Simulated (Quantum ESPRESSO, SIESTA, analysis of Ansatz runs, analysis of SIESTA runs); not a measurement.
# V_Cl in NaCl (Fm-3m): how far do the levels depend on the basis, the mesh and the program? (SIESTA and Quantum ESPRESSO), part 3 of 5

Question: at which Fermi levels does V_Cl in NaCl (Fm-3m) change its charge, and how much of the answer depends on the basis, the mesh and the program? The model is a cell of 54 host atoms with 1 Cl taken out.

SIESTA and Quantum ESPRESSO ; SIESTA numerical-orbital DFT, PBEsol, DZP basis, PseudoDojo 0.4.1 potentials converted to PSML; charged supercells in a uniform background, point-charge correction with alignment at far sites.

So far. Step 3 (Relaxing each charge state): Against the host's sites the lattice moves most at charge +1 (0.20 Å); the smallest move among the states is 0.01 Å. Step 4 (Corrections and levels): So at this level: (+1/0) at 3.90 eV (4.25 without the correction) and (0/−1) at 4.86 eV (4.59 without the correction), in a gap of 5.10 eV.

## Step 5: SIESTA, PBEsol, DZP, mesh 300 Ry, energy shift 0.02 Ry, with orbitals at the vacancy, k = ¼

Level of this step: SIESTA numerical-orbital DFT, PBEsol, DZP basis, PseudoDojo 0.4.1 potentials converted to PSML; single point of a defect supercell at fixed charge in a uniform background (SIESTA).

The orbitals' energy shift goes from 0.005 to 0.02 Ry on the same structures. A larger shift confines the orbitals more: the run is cheaper, and the tails that carry anions and vacancy electrons are cut.

Contents of defect.fdf:

```
SystemName                      Na27Cl26
SystemLabel                     defect
NumberOfSpecies                 3
NumberOfAtoms                   54
%block ChemicalSpeciesLabel
  1   11 Na
  2   17 Cl
  3  -17 Cl_ghost
%endblock ChemicalSpeciesLabel
LatticeConstant                 1.0 Ang
%block LatticeVectors
     0.006468000     8.414829000     8.414829000
     8.414829000     0.006468000     8.414829000
     8.414829000     8.414829000     0.006468000
%endblock LatticeVectors
AtomicCoordinatesFormat         Fractional
%block AtomicCoordinatesAndAtomicSpecies
    -0.000053734     0.000009774    -0.000012228  1
     0.166891132     0.166712620     0.166739617  2
     0.000072773    -0.000063996     0.333200715  1
[... 25 atom lines left out ...]
     0.500108277     0.500211983     0.837671924  2
[... 3 atom lines left out ...]
     0.500276906     0.837707233     0.500041426  2
[... 1 atom line left out ...]
     0.500296521     0.833159846     0.833132373  2
[... 9 atom lines left out ...]
     0.837992478     0.500212024     0.499683026  2
[... 1 atom line left out ...]
     0.833306295     0.500284319     0.833028714  2
[... 3 atom lines left out ...]
     0.833207885     0.833161859     0.500239902  2
[... 2 atom lines left out ...]
     0.500000000     0.500000000     0.500000000  3
%endblock AtomicCoordinatesAndAtomicSpecies
%block kgrid.MonkhorstPack
    1   0   0  0.25
    0   1   0  0.25
    0   0   1  0.25
%endblock kgrid.MonkhorstPack
XC.Functional                   GGA
XC.Authors                      PBEsol
PAO.BasisSize                   DZP
PAO.EnergyShift                 0.02 Ry
Mesh.Cutoff                     300 Ry
NetCharge                       -1.0
OccupationFunction              FD
ElectronicTemperature           0.01 eV
MaxSCFIterations                150
SCF.MustConverge                true
SCF.Mixer.Method                Pulay
SCF.Mixer.Weight                0.2
SCF.Mixer.History               10
SCF.DM.Tolerance                1.0e-4
SCF.H.Tolerance                 1.0e-3 eV
WriteForces                     true
Charge.Mulliken                 end
SaveRho                         true
SaveElectrostaticPotential      true
Charge.Hirshfeld                end
Charge.Voronoi                  end
```

On the command line:

```console
$ OMP_NUM_THREADS=1 siesta defect.fdf > defect.out
```

Log:

```text
Version         : 5.4.2

                           ***********************
                           *  WELCOME TO SIESTA  *
                           ***********************

[...]
reinit: Reading from file defect.fdf

reinit: -----------------------------------------------------------------------
reinit: System Name: Na27Cl26
reinit: -----------------------------------------------------------------------
reinit: System Label: defect
reinit: -----------------------------------------------------------------------

initatom: Reading input for the pseudopotentials and atomic orbitals ----------
Species number:   1 Atomic number:   11 Label: Na
Species number:   2 Atomic number:   17 Label: Cl
Species number:   3 Atomic number:  -17 Label: Cl_ghost (floating PAOs)

[... pseudopotential checks and orbital generation ...]

prinput: Basis input

PAO.BasisType split

%block ChemicalSpeciesLabel
    1   11 Na                      # Species index, atomic number, species label
    2   17 Cl                      # Species index, atomic number, species label
    3  -17 Cl_ghost                # Species index, atomic number, species label
%endblock ChemicalSpeciesLabel

%block PAO.Basis                 # Define Basis set
# WARNING: This information might be incomplete!
Na                    4                    # Species label, number of l-shells
 n=2   0   1                         # n, l, Nzeta
   2.422
   1.000
 n=3   0   2                         # n, l, Nzeta
   7.953      6.179
   1.000      1.000
 n=2   1   1                         # n, l, Nzeta
   2.749
   1.000
 n=3   1   1                         # n, l, Nzeta
   7.953
   1.000
Cl                    2                    # Species label, number of l-shells
 n=3   0   2                         # n, l, Nzeta
[...]
(Free)E + p*V (eV/cell)   -45153.9446
Target enthalpy (eV/cell)   -45143.9101
[...]
siesta: Final energy (eV):
siesta:  Band Struct. =   -9661.881029
siesta:       Kinetic =   24518.137128
siesta:       Hartree =   15242.911167
siesta:         Exch. =   -7592.344758
siesta:         Corr. =    -568.840339
siesta:   Exch.-corr. =   -8161.185098
siesta:  Ion-electron =  -55335.079961
siesta:       Ion-ion =  -21408.693328
siesta:         Total =  -45143.910092
siesta:         Fermi =      -1.822906
[...]
siesta: Atomic forces (eV/Ang):
siesta:      1    0.001647    0.004788    0.004607
siesta:      2   -0.001530   -0.003641   -0.004773
siesta:      3    0.016158    0.003627   -0.000510
[...]
siesta:     53    0.004033    0.002728    0.004118
siesta:     54   -0.000094    0.001179    0.000481
siesta: ----------------------------------------
siesta:    Tot   -0.004760    0.074958   -0.030737
[...]
siesta: Stress tensor (static) (eV/Ang**3):
siesta:     0.008422   -0.000922   -0.000922
siesta:    -0.000922    0.008454   -0.000923
siesta:    -0.000922   -0.000923    0.008414
[...]
siesta: Cell volume =       1190.323111 Ang**3
[...]
siesta: Pressure (static):
siesta:                Solid            Molecule  Units
siesta:          -0.00009182         -0.00009230  Ry/Bohr**3
siesta:          -0.00843009         -0.00847431  eV/Ang**3
siesta:         -13.50649806        -13.57734091  kBar
[...]
mulliken: Qtot =      426.000

Mulliken Atomic Populations:
Atom #   charge [q] valence [e]  Species
     1    -0.322154    9.322154  Na
     2     0.290021    6.709979  Cl
     3    -0.350846    9.350846  Na
     4     0.288888    6.711112  Cl
     5    -0.350981    9.350981  Na
     6     0.300160    6.699840  Cl
[...]
50    -0.314742    9.314742  Na
    51     0.288911    6.711089  Cl
    52    -0.304992    9.304992  Na
    53     0.289936    6.710064  Cl
    54     7.034260   -0.034260  Cl_ghost
 Total     6.000000

[...]
Job completed
```

It took 73 s on 1 MPI rank of Arm Neoverse V1, shared host; peak memory 0.64 GiB.

On the kept structures the largest force at this level is 0.07 eV/Å, so they are close to rest here too.

By state, in eV; the first energy still holds the atoms taken out or put in:

```csv
charge,moment (μB),"energy over the host, electrons at the valence top",point-charge term,potential shift at far sites,its spread,correction
−1,0,453.384,0.334,0.039,0.011,0.296
0,1,448.853,0.000,-,-,0.000
+1,0,444.687,0.334,0.003,0.019,0.337
```

Against the first level the gap goes from 5.10 to 5.07 eV, and the level that moves most, (+1/0), from 3.90 to 3.83 eV.

## Step 6: SIESTA, PBEsol, DZP, mesh 300 Ry, energy shift 0.01 Ry, with orbitals at the vacancy, k = ¼

The orbitals' energy shift goes from 0.005 to 0.01 Ry on the same structures. A larger shift confines the orbitals more: the run is cheaper, and the tails that carry anions and vacancy electrons are cut.

defect.fdf, as its differences from that of step 5:

```diff
@@ -43,3 +43,3 @@
 PAO.BasisSize                   DZP
-PAO.EnergyShift                 0.02 Ry
+PAO.EnergyShift                 0.01 Ry
 Mesh.Cutoff                     300 Ry
```

Log:

```text
Version         : 5.4.2

                           ***********************
                           *  WELCOME TO SIESTA  *
                           ***********************

[...]
reinit: Reading from file defect.fdf

reinit: -----------------------------------------------------------------------
reinit: System Name: Na27Cl26
reinit: -----------------------------------------------------------------------
reinit: System Label: defect
reinit: -----------------------------------------------------------------------

initatom: Reading input for the pseudopotentials and atomic orbitals ----------
Species number:   1 Atomic number:   11 Label: Na
Species number:   2 Atomic number:   17 Label: Cl
Species number:   3 Atomic number:  -17 Label: Cl_ghost (floating PAOs)

[... pseudopotential checks and orbital generation ...]

prinput: Basis input

PAO.BasisType split

%block ChemicalSpeciesLabel
    1   11 Na                      # Species index, atomic number, species label
    2   17 Cl                      # Species index, atomic number, species label
    3  -17 Cl_ghost                # Species index, atomic number, species label
%endblock ChemicalSpeciesLabel

%block PAO.Basis                 # Define Basis set
# WARNING: This information might be incomplete!
Na                    4                    # Species label, number of l-shells
 n=2   0   1                         # n, l, Nzeta
   2.609
   1.000
 n=3   0   2                         # n, l, Nzeta
   8.826      6.675
   1.000      1.000
 n=2   1   1                         # n, l, Nzeta
   3.003
   1.000
 n=3   1   1                         # n, l, Nzeta
   8.826
   1.000
Cl                    2                    # Species label, number of l-shells
 n=3   0   2                         # n, l, Nzeta
[...]
1    0.001649    0.002872    0.003249
     2    0.001158   -0.000209   -0.001321
     3    0.005769   -0.002875    0.000798
[...]
53    0.000712   -0.000541    0.000942
    54   -0.000025    0.000346    0.000146
   Tot   -0.004500    0.057270   -0.020852
   Max    0.033467
   Res    0.007555    sqrt( Sum f_i^2 / 3N )
   Max    0.033467    constrained
[...]
Stress tensor Voigt[x,y,z,yz,xz,xy] (kbar):        1.52        1.58        1.50       -0.11       -0.11       -0.11
(Free)E + p*V (eV/cell)   -45171.0574
Target enthalpy (eV/cell)   -45169.9181
[...]
siesta: Final energy (eV):
siesta:  Band Struct. =   -9986.675767
siesta:       Kinetic =   24403.891821
siesta:       Hartree =   15163.349086
siesta:         Exch. =   -7574.444983
siesta:         Corr. =    -568.832008
siesta:   Exch.-corr. =   -8143.276991
siesta:  Ion-electron =  -55409.545101
siesta:       Ion-ion =  -21184.336956
siesta:         Total =  -45169.918141
siesta:         Fermi =      -2.697706
[...]
siesta: Stress tensor (static) (eV/Ang**3):
siesta:     0.000951   -0.000069   -0.000068
siesta:    -0.000069    0.000985   -0.000068
siesta:    -0.000068   -0.000068    0.000935
[...]
siesta: Cell volume =       1190.323111 Ang**3
[...]
siesta: Pressure (static):
siesta:                Solid            Molecule  Units
siesta:          -0.00001042         -0.00000736  Ry/Bohr**3
siesta:          -0.00095710         -0.00067584  eV/Ang**3
siesta:          -1.53344926         -1.08282193  kBar
[...]
mulliken: Qtot =      426.000

Mulliken Atomic Populations:
Atom #   charge [q] valence [e]  Species
     1     0.036807    8.963193  Na
     2    -0.041672    7.041672  Cl
     3    -0.010102    9.010102  Na
     4    -0.042960    7.042960  Cl
     5    -0.010249    9.010249  Na
     6    -0.033404    7.033404  Cl
[...]
50    -0.037936    9.037936  Na
    51    -0.042959    7.042959  Cl
    52     0.022710    8.977290  Na
    53    -0.041712    7.041712  Cl
    54     7.014080   -0.014080  Cl_ghost
 Total     6.000000

[...]
Job completed
```

Wall time 1.7 min (1 MPI rank); peak memory 0.75 GiB.

On the kept structures the largest force at this level is 0.05 eV/Å, so they are close to rest here too.

By state, in eV; the first energy still holds the atoms taken out or put in:

```csv
charge,moment (μB),"energy over the host, electrons at the valence top",point-charge term,potential shift at far sites,its spread,correction
−1,0,453.643,0.334,0.054,0.011,0.280
0,1,449.086,0.000,-,-,0.000
+1,0,444.850,0.334,0.010,0.019,0.345
```

Against the first level the gap goes from 5.10 to 5.06 eV, and the level that moves most, (0/−1), from 4.86 to 4.84 eV.

## Step 7: SIESTA, PBEsol, DZP, mesh 300 Ry, energy shift 0.002 Ry, with orbitals at the vacancy, k = ¼

The orbitals' energy shift goes from 0.005 to 0.002 Ry on the same structures. A smaller shift lets the orbitals reach further, at a higher cost; if the levels stay, the first range was enough.

defect.fdf, as its differences from that of step 6:

```diff
@@ -43,3 +43,3 @@
 PAO.BasisSize                   DZP
-PAO.EnergyShift                 0.01 Ry
+PAO.EnergyShift                 0.002 Ry
 Mesh.Cutoff                     300 Ry
```

Log:

```text
Version         : 5.4.2

                           ***********************
                           *  WELCOME TO SIESTA  *
                           ***********************

[...]
reinit: Reading from file defect.fdf

reinit: -----------------------------------------------------------------------
reinit: System Name: Na27Cl26
reinit: -----------------------------------------------------------------------
reinit: System Label: defect
reinit: -----------------------------------------------------------------------

initatom: Reading input for the pseudopotentials and atomic orbitals ----------
Species number:   1 Atomic number:   11 Label: Na
Species number:   2 Atomic number:   17 Label: Cl
Species number:   3 Atomic number:  -17 Label: Cl_ghost (floating PAOs)

[... pseudopotential checks and orbital generation ...]

prinput: Basis input

PAO.BasisType split

%block ChemicalSpeciesLabel
    1   11 Na                      # Species index, atomic number, species label
    2   17 Cl                      # Species index, atomic number, species label
    3  -17 Cl_ghost                # Species index, atomic number, species label
%endblock ChemicalSpeciesLabel

%block PAO.Basis                 # Define Basis set
# WARNING: This information might be incomplete!
Na                    4                    # Species label, number of l-shells
 n=2   0   1                         # n, l, Nzeta
   3.027
   1.000
 n=3   0   2                         # n, l, Nzeta
  10.826      7.542
   1.000      1.000
 n=2   1   1                         # n, l, Nzeta
   3.590
   1.000
 n=3   1   1                         # n, l, Nzeta
  10.826
   1.000
Cl                    2                    # Species label, number of l-shells
 n=3   0   2                         # n, l, Nzeta
[...]
(Free)E + p*V (eV/cell)   -45187.3788
Target enthalpy (eV/cell)   -45189.8115
[...]
siesta: Final energy (eV):
siesta:  Band Struct. =  -10385.748275
siesta:       Kinetic =   24331.613678
siesta:       Hartree =   15115.629741
siesta:         Exch. =   -7564.939074
siesta:         Corr. =    -568.844364
siesta:   Exch.-corr. =   -8133.783438
siesta:  Ion-electron =  -55652.957228
siesta:       Ion-ion =  -20850.314269
siesta:         Total =  -45189.811517
siesta:         Fermi =      -3.052132
[...]
siesta: Atomic forces (eV/Ang):
siesta:      1    0.001845    0.001325    0.002308
siesta:      2    0.002924    0.001410    0.000432
siesta:      3    0.000215   -0.006033    0.001326
[...]
siesta:     53   -0.001025   -0.002094   -0.000951
siesta:     54   -0.000011    0.000094    0.000023
siesta: ----------------------------------------
siesta:    Tot   -0.005081    0.038563   -0.016890
[...]
siesta: Stress tensor (static) (eV/Ang**3):
siesta:    -0.002050    0.000152    0.000152
siesta:     0.000152   -0.002020    0.000152
siesta:     0.000152    0.000152   -0.002061
[...]
siesta: Cell volume =       1190.323111 Ang**3
[...]
siesta: Pressure (static):
siesta:                Solid            Molecule  Units
siesta:           0.00002226          0.00002622  Ry/Bohr**3
siesta:           0.00204371          0.00240786  eV/Ang**3
siesta:           3.27438602          3.85781634  kBar
[...]
mulliken: Qtot =      426.000

Mulliken Atomic Populations:
Atom #   charge [q] valence [e]  Species
     1     0.477003    8.522997  Na
     2    -0.528907    7.528907  Cl
     3     0.482443    8.517557  Na
     4    -0.529362    7.529362  Cl
     5     0.482503    8.517497  Na
     6    -0.521589    7.521589  Cl
[...]
50     0.320502    8.679498  Na
    51    -0.529362    7.529362  Cl
    52     0.544252    8.455748  Na
    53    -0.528925    7.528925  Cl
    54     6.965939    0.034061  Cl_ghost
 Total     6.000000

[...]
Job completed
```

The job ended after 4.1 min (1 MPI rank; peak memory 1.1 GiB).

On the kept structures the largest force at this level is 0.07 eV/Å, so they are close to rest here too.

By state, in eV; the first energy still holds the atoms taken out or put in:

```csv
charge,moment (μB),"energy over the host, electrons at the valence top",point-charge term,potential shift at far sites,its spread,correction
−1,0,453.888,0.334,0.063,0.011,0.271
0,1,449.313,0.000,-,-,0.000
+1,0,445.050,0.334,0.023,0.018,0.357
```

Against the first level the gap goes from 5.10 to 5.11 eV, and the level that moves most, (0/−1), from 4.86 to 4.85 eV.

## Step 8: SIESTA, PBEsol, SZP, mesh 300 Ry, energy shift 0.005 Ry, with orbitals at the vacancy, k = ¼

The basis is cut down to SZP on the same structures. It is cheaper, and shows which numbers a minimal description loses first.

defect.fdf, as its differences from that of step 7:

```diff
@@ -42,4 +42,4 @@
 XC.Authors                      PBEsol
-PAO.BasisSize                   DZP
-PAO.EnergyShift                 0.002 Ry
+PAO.BasisSize                   SZP
+PAO.EnergyShift                 0.005 Ry
 Mesh.Cutoff                     300 Ry
```

Log:

```text
Version         : 5.4.2

                           ***********************
                           *  WELCOME TO SIESTA  *
                           ***********************

[...]
reinit: Reading from file defect.fdf

reinit: -----------------------------------------------------------------------
reinit: System Name: Na27Cl26
reinit: -----------------------------------------------------------------------
reinit: System Label: defect
reinit: -----------------------------------------------------------------------

initatom: Reading input for the pseudopotentials and atomic orbitals ----------
Species number:   1 Atomic number:   11 Label: Na
Species number:   2 Atomic number:   17 Label: Cl
Species number:   3 Atomic number:  -17 Label: Cl_ghost (floating PAOs)

[... pseudopotential checks and orbital generation ...]

prinput: Basis input

PAO.BasisType split

%block ChemicalSpeciesLabel
    1   11 Na                      # Species index, atomic number, species label
    2   17 Cl                      # Species index, atomic number, species label
    3  -17 Cl_ghost                # Species index, atomic number, species label
%endblock ChemicalSpeciesLabel

%block PAO.Basis                 # Define Basis set
# WARNING: This information might be incomplete!
Na                    4                    # Species label, number of l-shells
 n=2   0   1                         # n, l, Nzeta
   2.788
   1.000
 n=3   0   1                         # n, l, Nzeta
   9.697
[...]
n=2   1   1                         # n, l, Nzeta
[...]
n=3   1   1                         # n, l, Nzeta
[...]
Cl                    2                    # Species label, number of l-shells
[...]
(Free)E + p*V (eV/cell)   -45178.2167
Target enthalpy (eV/cell)   -45180.5860
[...]
siesta: Final energy (eV):
siesta:  Band Struct. =  -10182.631951
siesta:       Kinetic =   24372.244428
siesta:       Hartree =   15150.357584
siesta:         Exch. =   -7574.495275
siesta:         Corr. =    -568.983487
siesta:   Exch.-corr. =   -8143.478761
siesta:  Ion-electron =  -55548.271450
siesta:       Ion-ion =  -21011.437827
siesta:         Total =  -45180.586027
siesta:         Fermi =      -2.369867
[...]
siesta: Atomic forces (eV/Ang):
siesta:      1    0.001764    0.001770    0.002715
siesta:      2    0.003502    0.001628    0.000734
siesta:      3    0.005559   -0.002212    0.000299
[...]
siesta:     53   -0.001355   -0.002471   -0.001294
siesta:     54   -0.000012    0.000151    0.000054
siesta: ----------------------------------------
siesta:    Tot   -0.004362    0.044486   -0.019140
[...]
siesta: Stress tensor (static) (eV/Ang**3):
siesta:    -0.001997    0.000108    0.000108
siesta:     0.000108   -0.001966    0.000108
siesta:     0.000108    0.000108   -0.002008
[...]
siesta: Cell volume =       1190.323111 Ang**3
[...]
siesta: Pressure (static):
siesta:                Solid            Molecule  Units
siesta:           0.00002168          0.00002393  Ry/Bohr**3
siesta:           0.00199053          0.00219718  eV/Ang**3
siesta:           3.18917591          3.52027715  kBar
[...]
mulliken: Qtot =      426.000

Mulliken Atomic Populations:
Atom #   charge [q] valence [e]  Species
     1     0.242344    8.757656  Na
     2    -0.290276    7.290276  Cl
     3     0.246334    8.753666  Na
     4    -0.290807    7.290807  Cl
     5     0.246336    8.753664  Na
     6    -0.287754    7.287754  Cl
[...]
50     0.155209    8.844791  Na
    51    -0.290810    7.290810  Cl
    52     0.288133    8.711867  Na
    53    -0.290274    7.290274  Cl
    54     7.006364   -0.006364  Cl_ghost
 Total     6.000000

[...]
Job completed
```

Run time: 1.8 min. Hardware: 1 MPI rank; peak memory 0.79 GiB.

On the kept structures the largest force at this level is 0.06 eV/Å, so they are close to rest here too.

By state, in eV; the first energy still holds the atoms taken out or put in:

```csv
charge,moment (μB),"energy over the host, electrons at the valence top",point-charge term,potential shift at far sites,its spread,correction
−1,0,453.720,0.334,0.055,0.010,0.279
0,1,449.224,0.000,-,-,0.000
+1,0,445.048,0.334,0.016,0.016,0.350
```

Against the first level the gap goes from 5.10 to 5.11 eV, and the level that moves most, (0/−1), from 4.86 to 4.77 eV.

(Part 3 of 5 ends here.)

[Logs are printed without paths, hosts, clocks, repeated set-up lines and the standing remarks that a program may print on its own settings, such as how far it seeks lower states.]

[Hosts, paths, dates, database ids (printed as entryN), source tags and the programs' standing remarks are cut or masked in the printed files.]

[For some hosts the program warned that the k-mesh of the response run may be too coarse for force constants and the static dielectric constant; such warnings are not shown here.]

[Charge tables in the logs are Mulliken or Hirshfeld populations, whose sizes and signs can differ; where basis functions stand at a vacancy, SIESTA counts their charge against the missing atom's valence.]

[In relaxation paths of CP2K, step 0 can be the structure after the first move, since the trajectory file begins there, and the last row can be the final structure solved once more.]
